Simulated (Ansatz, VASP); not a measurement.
# BeS: VASP beside Ansatz

```xyz
2
Lattice="2.4102 2.4102 0.0000 -2.4102 2.4102 0.0000 0.0000 2.4102 2.3883" Properties=species:S:1:pos:R:3 pbc="T T T"
Be    0.0000    0.0000    0.0000
S     1.2051    3.6152    1.1942
```

Change from the starting cell: film at in-plane strain +0.005.

Alike in both runs: task single point; functional LDA; k mesh 8 × 8 × 8; no spin polarisation.

```csv
,VASP,Ansatz
version,VASP 6.6.1,Ansatz 0.2.0
potentials or method,"VASP PAW LDA potentials, release 64 (Be, S), cutoff 520 eV","all-electron LAPW, scalar-relativistic"
occupations,"gaussian, width 0.01 eV",fixed
```

|  | VASP | Ansatz | Ansatz less VASP |
| --- | --- | --- | --- |
| gap on the k mesh at the Fermi level (eV) | 2.76 | 2.76 | -0.006 |
| pressure (GPa) | -0.6 | -0.6 | -0.07 |
| largest component of the traceless stress (GPa) | 0.59 | 0.59 | +0.001 |

Ansatz ran all-electron here, so the differences hold the error of VASP's frozen core and of both bases.

A k mesh can miss the band edges.
